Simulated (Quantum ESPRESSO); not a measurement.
# ZnS (F-43m) in Quantum ESPRESSO: further runs, part 2 of 3

Quantum ESPRESSO 7.5.

### 3 Phonons, PBE

Contents of pw.in:

```
&CONTROL
  calculation = 'scf'
  prefix = 'pwscf'
  outdir = './tmp'
  pseudo_dir = './pseudo'
  tprnfor = .true.
  tstress = .true.
  disk_io = 'low'
/
&SYSTEM
  ibrav = 0
  nat = 2
  ntyp = 2
  ecutwfc = 70
  nbnd = 20
  occupations = 'smearing'
  smearing = 'fd'
  degauss = 0.00367493
/
&ELECTRONS
  conv_thr = 4d-10
  electron_maxstep = 120
  mixing_beta = 0.5
/
ATOMIC_SPECIES
Zn    65.3800 Zn_ONCV_PBE-1.2.upf
S     32.0600 S_ONCV_PBE-1.2.upf
CELL_PARAMETERS angstrom
   0.0000000000    2.7020000000    2.7020000000
   2.7020000000    0.0000000000    2.7020000000
   2.7020000000    2.7020000000    0.0000000000
ATOMIC_POSITIONS crystal
Zn     0.7500000000    0.7500000000    0.7500000000
S      0.0000000000    0.0000000000    0.0000000000
K_POINTS automatic
6 6 6 1 1 1
```

Contents of scf2.in:

```
&CONTROL
  calculation = 'scf'
  prefix = 'pwscf'
  outdir = './tmp'
  pseudo_dir = './pseudo'
  tprnfor = .true.
  tstress = .true.
  disk_io = 'low'
/
&SYSTEM
  ibrav = 0
  nat = 2
  ntyp = 2
  ecutwfc = 70
  nbnd = 20
  occupations = 'fixed'
/
&ELECTRONS
  conv_thr = 1d-13
  electron_maxstep = 120
  mixing_beta = 0.5
  startingpot = 'file'
  startingwfc = 'file'
/
ATOMIC_SPECIES
Zn    65.3800 Zn_ONCV_PBE-1.2.upf
S     32.0600 S_ONCV_PBE-1.2.upf
CELL_PARAMETERS angstrom
   0.0000000000    2.7020000000    2.7020000000
   2.7020000000    0.0000000000    2.7020000000
   2.7020000000    2.7020000000    0.0000000000
ATOMIC_POSITIONS crystal
Zn     0.7500000000    0.7500000000    0.7500000000
S      0.0000000000    0.0000000000    0.0000000000
K_POINTS automatic
6 6 6 1 1 1
```

Contents of ph.in:

```
phonons of ZnS
&INPUTPH
  prefix = 'pwscf'
  outdir = './tmp'
  tr2_ph = 1d-18
  fildyn = 'dyn'
  niter_ph = 90
  alpha_mix(1) = 0.7
  epsil = .true.
/
0.0000000000 0.0000000000 0.0000000000
```

Contents of dynmat.in:

```
&INPUT
  fildyn = 'dyn'
  asr = 'crystal'
  lperm = .true.
  filout = 'dynmat.disp'
  fileig = 'dynmat.eig'
/
```

Contents of dynmat_lo.in:

```
&INPUT
  fildyn = 'dyn'
  asr = 'crystal'
  filout = 'dynmat_lo.disp'
  fileig = 'dynmat_lo.eig'
  q(1) = 0
  q(2) = 0
  q(3) = 1
/
```

Potentials or basis: SG15 PBE 1.2.

Run with:

```sh
$ OMP_NUM_THREADS=1 mpirun -n 4 pw.x -nk 4 -in pw.in > pw.out
$ OMP_NUM_THREADS=1 mpirun -n 4 pw.x -nk 4 -in scf2.in > scf2.out
$ OMP_NUM_THREADS=1 mpirun -n 4 ph.x -nk 4 -in ph.in > ph.out
$ OMP_NUM_THREADS=1 mpirun -n 1 dynmat.x -in dynmat.in > dynmat.out
$ OMP_NUM_THREADS=1 mpirun -n 1 dynmat.x -in dynmat_lo.in > dynmat_lo.out
```

pw.out:

```text
This program is part of the open-source Quantum ESPRESSO suite
     for quantum simulation of materials; please cite
[... 6 lines left out ...]
     using ibrav=0 with symmetry is DISCOURAGED, use correct ibrav instead

     K-points division:     npool     =       4
     Subspace diagonalization in iterative solution of the eigenvalue problem:
     a serial algorithm will be used

     G-vector sticks info
     --------------------
     sticks:   dense  smooth     PW     G-vecs:    dense   smooth      PW
     Sum        1015    1015    313                20995    20995    3527

     Using Slab Decomposition

     bravais-lattice index     =            0
     lattice parameter (alat)  =       7.2210  a.u.
     unit-cell volume          =     266.2457 (a.u.)^3
     number of atoms/cell      =            2
     number of atomic types    =            2
     number of electrons       =        26.00
     number of Kohn-Sham states=           20
     kinetic-energy cutoff     =      70.0000  Ry
     charge density cutoff     =     280.0000  Ry
     scf convergence threshold =      4.0E-10
     mixing beta               =       0.5000
     number of iterations used =            8  plain     mixing
     Exchange-correlation= PBE
                           (   1   4   3   4   0   0   0)

     celldm(1)=   7.221031  celldm(2)=   0.000000  celldm(3)=   0.000000
     celldm(4)=   0.000000  celldm(5)=   0.000000  celldm(6)=   0.000000

     crystal axes: (cart. coord. in units of alat)
               a(1) = (   0.000000   0.707107   0.707107 )
               a(2) = (   0.707107   0.000000   0.707107 )
               a(3) = (   0.707107   0.707107   0.000000 )

     reciprocal axes: (cart. coord. in units 2 pi/alat)
               b(1) = ( -0.707107  0.707107  0.707107 )
               b(2) = (  0.707107 -0.707107  0.707107 )
               b(3) = (  0.707107  0.707107 -0.707107 )

     PseudoPot. # 1 for Zn read from file:
     Zn_ONCV_PBE-1.2.upf
     Pseudo is Norm-conserving, Zval = 20.0
     Generated using ONCVPSP code by D. R. Hamann
     Using radial grid of  602 points,  6 beta functions with:
                l(1) =   0
                l(2) =   0
                l(3) =   1
                l(4) =   1
                l(5) =   2
                l(6) =   2

     PseudoPot. # 2 for S  read from file:
     S_ONCV_PBE-1.2.upf
     Pseudo is Norm-conserving, Zval =  6.0
     Generated using ONCVPSP code by D. R. Hamann
     Using radial grid of  602 points,  4 beta functions with:
                l(1) =   0
                l(2) =   0
                l(3) =   1
                l(4) =   1

     atomic species   valence    mass     pseudopotential
     Zn               20.00    65.38000     Zn( 1.00)
     S                 6.00    32.06000     S ( 1.00)

     24 Sym. Ops. (no inversion) found

   Cartesian axes

     site n.     atom                  positions (alat units)
         1        Zn     tau(   1) = (   1.0606602   1.0606602   1.0606602  )
         2        S      tau(   2) = (   0.0000000   0.0000000   0.0000000  )

     number of k points=    28  Fermi-Dirac smearing, width (Ry)=  0.0037
                       cart. coord. in units 2pi/alat
        k(    1) = (   0.0589256   0.0589256   0.0589256), wk =   0.0185185
        k(    2) = (   0.1767767   0.1767767  -0.0589256), wk =   0.0555556
        k(    3) = (   0.2946278   0.2946278  -0.1767767), wk =   0.0555556
        k(    4) = (  -0.2946278  -0.2946278   0.4124790), wk =   0.0555556
        k(    5) = (  -0.1767767  -0.1767767   0.2946278), wk =   0.0555556
        k(    6) = (  -0.0589256  -0.0589256   0.1767767), wk =   0.0555556
[... 20 lines left out ...]
        k(   27) = (   0.2946278   0.2946278   0.2946278), wk =   0.0185185
        k(   28) = (  -0.2946278  -0.2946278   0.8838835), wk =   0.0555556

     Dense  grid:    20995 G-vectors     FFT dimensions: (  40,  40,  40)

     Initial potential from superposition of free atoms

     starting charge      25.9670, renormalised to      26.0000
     Starting wfcs are random

     Self-consistent Calculation

     iteration #  1     ecut=    70.00 Ry     beta= 0.50
     Davidson diagonalization with overlap
     ethr =  1.00E-02,  avg # of iterations = 11.6

     Threshold (ethr) on eigenvalues was too large:
     Diagonalizing with lowered threshold

     Davidson diagonalization with overlap
     ethr =  4.65E-04,  avg # of iterations =  1.6

     total energy              =    -420.86823919 Ry
     estimated scf accuracy    <       0.11803630 Ry
[... 50 lines left out ...]
     iteration #  9     ecut=    70.00 Ry     beta= 0.50
     Davidson diagonalization with overlap
     ethr =  1.13E-10,  avg # of iterations =  2.0

     End of self-consistent calculation

          k = 0.0589 0.0589 0.0589 (  2682 PWs)   bands (ev):

  -117.3732 -71.5448 -71.5448 -71.5448  -5.5745   1.1788   1.1889   1.1889
     1.6749   1.6749   6.9236   7.4422   7.4422  10.0883  13.8582  14.0559
    14.0559  18.9259  18.9259  19.8263
[... 87 lines left out ...]
  -117.3732 -71.5450 -71.5449 -71.5449  -4.4122   1.1688   1.5073   1.5150
     1.7442   1.8814   3.0430   5.1471   5.3750  11.1429  11.8525  17.9039
    18.7901  19.3304  21.1882  22.1669

          k =-0.5303 0.1768-0.0589 (  2633 PWs)   bands (ev):

  -117.3732 -71.5449 -71.5449 -71.5449  -4.5636   1.2287   1.4157   1.4878
     1.7229   1.7859   3.3821   5.1380   5.6663  11.9824  12.7586  15.5666
    17.4933  18.6961  21.5367  22.1084

          k =-0.4125 0.0589 0.0589 (  2635 PWs)   bands (ev):
[... 61 lines left out ...]
  -117.3732 -71.5450 -71.5449 -71.5448  -4.6114   1.2974   1.3429   1.6364
     1.6953   1.8849   2.5546   5.5242   6.3950  11.8713  13.8184  15.2134
    16.2648  19.6709  19.7762  21.4013

     the Fermi energy is     8.8089 ev

!    total energy              =    -420.90294293 Ry
     estimated scf accuracy    <          9.8E-11 Ry
     smearing contrib. (-TS)   =      -0.00000000 Ry
     internal energy E=F+TS    =    -420.90294293 Ry

     The total energy is F=E-TS. E is the sum of the following terms:
     one-electron contribution =    -337.93333841 Ry
     hartree contribution      =     172.63161177 Ry
     xc contribution           =     -41.00590348 Ry
     ewald contribution        =    -214.59531280 Ry

     convergence has been achieved in   9 iterations

     Forces acting on atoms (cartesian axes, Ry/au):

     atom    1 type  1   force =     0.00000000    0.00000000    0.00000000
     atom    2 type  2   force =    -0.00000000    0.00000000   -0.00000000

     Total force =     0.000000     Total SCF correction =     0.000000

     Computing stress (Cartesian axis) and pressure

          total   stress  (Ry/bohr**3)                   (kbar)     P=       16.73
   0.00011371  -0.00000000  -0.00000000           16.73       -0.00       -0.00
  -0.00000000   0.00011371   0.00000000           -0.00       16.73        0.00
  -0.00000000   0.00000000   0.00011371           -0.00        0.00       16.73

=------------------------------------------------------------------------------=
   JOB DONE.
=------------------------------------------------------------------------------=
```

scf2.out:

```text
This program is part of the open-source Quantum ESPRESSO suite
     for quantum simulation of materials; please cite
[... 6 lines left out ...]
     using ibrav=0 with symmetry is DISCOURAGED, use correct ibrav instead

     K-points division:     npool     =       4
[... 335 lines left out ...]
   0.00011379  -0.00000000  -0.00000000           16.74       -0.00       -0.00
  -0.00000000   0.00011379  -0.00000000           -0.00       16.74       -0.00
  -0.00000000  -0.00000000   0.00011379           -0.00       -0.00       16.74

=------------------------------------------------------------------------------=
   JOB DONE.
=------------------------------------------------------------------------------=
```

It took 7.7 min on 4 MPI ranks of Intel Xeon at 2.50GHz (Skylake/Cascade Lake), shared host; peak memory 0.36 GiB.

What came out:

| Item | Value |
| --- | --- |
| Free energy | -5726.6763 eV |
| Pressure after relaxing | 1.7 GPa |
| Electronic dielectric tensor (diagonal) | 5.94 |
| Born charges (mean of the diagonal) | Zn +2.00; S -2.00 e |
| Highest phonon frequency at Γ, LO-TO splitting left out | 273 cm⁻¹ |
| Static dielectric tensor (diagonal) | 9.05 |

Phonon frequencies in cm⁻¹ (negative: imaginary):
```tsv
q point	frequencies
(0.000, 0.000, 0.000)	14 14 14 273 273 273
```

Electronic dielectric tensor:
```
5.94 0.00 0.00
0.00 5.94 0.00
0.00 0.00 5.94
```

Born effective charge tensors (e):
atom 1, Zn
```
2.00 0.00 0.00
0.00 2.00 0.00
0.00 0.00 2.00
```
atom 2, S
```
-2.00  0.00  0.00
 0.00 -2.00  0.00
 0.00  0.00 -2.00
```

Optical modes at Γ, degenerate ones joined, polar ones without the macroscopic field:
```tsv
cm⁻¹	components	symmetry	active in	IR intensity, summed ((D/Å)²/amu)
273	3	T2	IR and Raman	12.86
```

Zone-centre frequencies without and with the macroscopic field along z (cm⁻¹):
|  | optical modes in rising order |
| --- | --- |
| without | 273 273 273 |
| with the field | 273 273 337 |

Static dielectric tensor, electrons and zone-centre modes:
```
9.05 0.00 0.00
0.00 9.05 0.00
0.00 0.00 9.05
```

### 4 Phonons, PBE

pw.in, as its differences from that of step 3:

```diff
@@ -13,3 +13,4 @@
   ntyp = 2
-  ecutwfc = 70
+  ecutwfc = 55
+  ecutrho = 440
   nbnd = 20
@@ -25,4 +26,4 @@
 ATOMIC_SPECIES
-Zn    65.3800 Zn_ONCV_PBE-1.2.upf
-S     32.0600 S_ONCV_PBE-1.2.upf
+Zn    65.3800 Zn_pbe_v1.uspp.F.UPF
+S     32.0600 s_pbe_v1.4.uspp.F.UPF
 CELL_PARAMETERS angstrom
```

scf2.in, as its differences from that of step 3:

```diff
@@ -13,3 +13,4 @@
   ntyp = 2
-  ecutwfc = 70
+  ecutwfc = 55
+  ecutrho = 440
   nbnd = 20
@@ -25,4 +26,4 @@
 ATOMIC_SPECIES
-Zn    65.3800 Zn_ONCV_PBE-1.2.upf
-S     32.0600 S_ONCV_PBE-1.2.upf
+Zn    65.3800 Zn_pbe_v1.uspp.F.UPF
+S     32.0600 s_pbe_v1.4.uspp.F.UPF
 CELL_PARAMETERS angstrom
```

ph.in is that of step 3.

dynmat.in is that of step 3.

dynmat_lo.in is that of step 3.

Potentials or basis: SSSP 1.3 efficiency PBE.

Run with:

```sh
$ OMP_NUM_THREADS=1 mpirun -n 4 pw.x -nk 4 -in pw.in > pw.out
$ OMP_NUM_THREADS=1 mpirun -n 4 pw.x -nk 4 -in scf2.in > scf2.out
$ OMP_NUM_THREADS=1 mpirun -n 4 ph.x -nk 4 -in ph.in > ph.out
$ OMP_NUM_THREADS=1 mpirun -n 1 dynmat.x -in dynmat.in > dynmat.out
$ OMP_NUM_THREADS=1 mpirun -n 1 dynmat.x -in dynmat_lo.in > dynmat_lo.out
```

pw.out:

```text
This program is part of the open-source Quantum ESPRESSO suite
     for quantum simulation of materials; please cite
[... 6 lines left out ...]
     using ibrav=0 with symmetry is DISCOURAGED, use correct ibrav instead

     K-points division:     npool     =       4
     Subspace diagonalization in iterative solution of the eigenvalue problem:
     a serial algorithm will be used

     G-vector sticks info
     --------------------
     sticks:   dense  smooth     PW     G-vecs:    dense   smooth      PW
     Sum        1573     793    253                41391    14649    2637

     Using Slab Decomposition

     bravais-lattice index     =            0
     lattice parameter (alat)  =       7.2210  a.u.
     unit-cell volume          =     266.2457 (a.u.)^3
     number of atoms/cell      =            2
     number of atomic types    =            2
     number of electrons       =        26.00
     number of Kohn-Sham states=           20
     kinetic-energy cutoff     =      55.0000  Ry
     charge density cutoff     =     440.0000  Ry
     scf convergence threshold =      4.0E-10
     mixing beta               =       0.5000
     number of iterations used =            8  plain     mixing
     Exchange-correlation=  SLA  PW   PBX  PBC
                           (   1   4   3   4   0   0   0)

     celldm(1)=   7.221031  celldm(2)=   0.000000  celldm(3)=   0.000000
     celldm(4)=   0.000000  celldm(5)=   0.000000  celldm(6)=   0.000000

     crystal axes: (cart. coord. in units of alat)
               a(1) = (   0.000000   0.707107   0.707107 )
               a(2) = (   0.707107   0.000000   0.707107 )
               a(3) = (   0.707107   0.707107   0.000000 )

     reciprocal axes: (cart. coord. in units 2 pi/alat)
               b(1) = ( -0.707107  0.707107  0.707107 )
               b(2) = (  0.707107 -0.707107  0.707107 )
               b(3) = (  0.707107  0.707107 -0.707107 )

     PseudoPot. # 1 for Zn read from file:
     Zn_pbe_v1.uspp.F.UPF
     Pseudo is Ultrasoft, Zval = 20.0
     Generated by new atomic code, or converted to UPF format
     Using radial grid of  943 points,  6 beta functions with:
                l(1) =   0
                l(2) =   0
                l(3) =   1
                l(4) =   1
                l(5) =   2
                l(6) =   2
[... 20 lines left out ...]

     24 Sym. Ops. (no inversion) found

   Cartesian axes

     site n.     atom                  positions (alat units)
         1        Zn     tau(   1) = (   1.0606602   1.0606602   1.0606602  )
         2        S      tau(   2) = (   0.0000000   0.0000000   0.0000000  )

     number of k points=    28  Fermi-Dirac smearing, width (Ry)=  0.0037
                       cart. coord. in units 2pi/alat
        k(    1) = (   0.0589256   0.0589256   0.0589256), wk =   0.0185185
        k(    2) = (   0.1767767   0.1767767  -0.0589256), wk =   0.0555556
        k(    3) = (   0.2946278   0.2946278  -0.1767767), wk =   0.0555556
        k(    4) = (  -0.2946278  -0.2946278   0.4124790), wk =   0.0555556
        k(    5) = (  -0.1767767  -0.1767767   0.2946278), wk =   0.0555556
        k(    6) = (  -0.0589256  -0.0589256   0.1767767), wk =   0.0555556
[... 20 lines left out ...]
        k(   27) = (   0.2946278   0.2946278   0.2946278), wk =   0.0185185
        k(   28) = (  -0.2946278  -0.2946278   0.8838835), wk =   0.0555556

     Dense  grid:    41391 G-vectors     FFT dimensions: (  50,  50,  50)

     Smooth grid:    14649 G-vectors     FFT dimensions: (  36,  36,  36)

     Initial potential from superposition of free atoms

     starting charge      25.9998, renormalised to      26.0000
     Starting wfcs are   17 randomized atomic wfcs +    3 random wfcs

     Self-consistent Calculation

     iteration #  1     ecut=    55.00 Ry     beta= 0.50
     Davidson diagonalization with overlap
     ethr =  1.00E-02,  avg # of iterations =  5.3

     Threshold (ethr) on eigenvalues was too large:
     Diagonalizing with lowered threshold

     Davidson diagonalization with overlap
     ethr =  4.11E-04,  avg # of iterations =  1.3

     total energy              =    -485.74210526 Ry
     estimated scf accuracy    <       0.10485093 Ry
[... 50 lines left out ...]
     iteration #  9     ecut=    55.00 Ry     beta= 0.50
     Davidson diagonalization with overlap
     ethr =  3.47E-11,  avg # of iterations =  2.0

     End of self-consistent calculation

          k = 0.0589 0.0589 0.0589 (  1841 PWs)   bands (ev):

  -118.1317 -72.3011 -72.3011 -72.3011  -6.3445   0.4148   0.4250   0.4250
     0.9149   0.9149   6.1605   6.6797   6.6797   9.3206  13.0456  13.2394
    13.2394  18.0591  18.0591  19.0561
[... 87 lines left out ...]
  -118.1317 -72.3012 -72.3011 -72.3011  -5.1786   0.4058   0.7438   0.7515
     0.9848   1.1188   2.2754   4.3785   4.6065  10.3630  11.0627  17.1106
    17.9721  18.5504  20.2284  21.2440

          k =-0.5303 0.1768-0.0589 (  1830 PWs)   bands (ev):

  -118.1317 -72.3012 -72.3012 -72.3011  -5.3305   0.4655   0.6521   0.7243
     0.9631   1.0237   2.6148   4.3699   4.8986  11.1976  11.9708  14.7653
    16.6758  17.8908  20.5931  21.2496

          k =-0.4125 0.0589 0.0589 (  1836 PWs)   bands (ev):
[... 61 lines left out ...]
  -118.1317 -72.3012 -72.3011 -72.3011  -5.3784   0.5342   0.5796   0.8750
     0.9350   1.1220   1.7854   4.7570   5.6285  11.0878  13.0228  14.3993
    15.4784  18.8599  18.8957  20.5713

     the Fermi energy is     7.9955 ev

!    total energy              =    -485.77229227 Ry
     estimated scf accuracy    <          2.3E-10 Ry
     smearing contrib. (-TS)   =      -0.00000000 Ry
     internal energy E=F+TS    =    -485.77229227 Ry

     The total energy is F=E-TS. E is the sum of the following terms:
     one-electron contribution =    -454.74598581 Ry
     hartree contribution      =     234.27062008 Ry
     xc contribution           =     -50.70161373 Ry
     ewald contribution        =    -214.59531280 Ry

     convergence has been achieved in   9 iterations

     Forces acting on atoms (cartesian axes, Ry/au):

     atom    1 type  1   force =    -0.00000000   -0.00000000    0.00000000
     atom    2 type  2   force =     0.00000000    0.00000000   -0.00000000

     Total force =     0.000000     Total SCF correction =     0.000000

     Computing stress (Cartesian axis) and pressure

          total   stress  (Ry/bohr**3)                   (kbar)     P=       16.64
   0.00011312  -0.00000000   0.00000000           16.64       -0.00        0.00
  -0.00000000   0.00011312  -0.00000000           -0.00       16.64       -0.00
   0.00000000  -0.00000000   0.00011312            0.00       -0.00       16.64

=------------------------------------------------------------------------------=
   JOB DONE.
=------------------------------------------------------------------------------=
```

scf2.out:

```text
This program is part of the open-source Quantum ESPRESSO suite
     for quantum simulation of materials; please cite
[... 6 lines left out ...]
     using ibrav=0 with symmetry is DISCOURAGED, use correct ibrav instead

     K-points division:     npool     =       4
[... 343 lines left out ...]
   0.00011100  -0.00000000  -0.00000000           16.33       -0.00       -0.00
  -0.00000000   0.00011100   0.00000000           -0.00       16.33        0.00
  -0.00000000  -0.00000000   0.00011100           -0.00       -0.00       16.33

=------------------------------------------------------------------------------=
   JOB DONE.
=------------------------------------------------------------------------------=
```

It took 8.1 min on 4 MPI ranks of Intel Xeon at 2.50GHz (Skylake/Cascade Lake), shared host; peak memory 0.56 GiB.

What came out:

```yaml
Free_energy: -6609.2687 eV
Pressure_after_relaxing: 1.6 GPa
Electronic_dielectric_tensor_diagonal: 5.92
Born_charges_mean_of_the_diagonal: Zn +2.00; S -2.00 e
Highest_phonon_frequency_at_Γ_LO-TO_splitting_left_out: 271 cm⁻¹
Static_dielectric_tensor_diagonal: 9.08
```

Phonon frequencies in cm⁻¹ (negative: imaginary):
| q point | frequencies |
| --- | --- |
| (0.000, 0.000, 0.000) | -2 -2 -2 271 271 271 |

Electronic dielectric tensor:
```
5.92 0.00 0.00
0.00 5.92 0.00
0.00 0.00 5.92
```

Born effective charge tensors (e):
atom 1, Zn
```
2.00 0.00 0.00
0.00 2.00 0.00
0.00 0.00 2.00
```
atom 2, S
```
-2.00  0.00  0.00
 0.00 -2.00  0.00
 0.00  0.00 -2.00
```

Optical modes at Γ, degenerate ones joined, polar ones without the macroscopic field:
| cm⁻¹ | components | symmetry | active in | IR intensity, summed ((D/Å)²/amu) |
| --- | --- | --- | --- | --- |
| 271 | 3 | T2 | IR and Raman | 12.86 |

Zone-centre frequencies without and with the macroscopic field along z (cm⁻¹):
|  | optical modes in rising order |
| --- | --- |
| without | 271 271 271 |
| with the field | 271 271 335 |

Static dielectric tensor, electrons and zone-centre modes:
```
9.08 0.00 0.00
0.00 9.08 0.00
0.00 0.00 9.08
```

(Continued in part 3 of 3.)
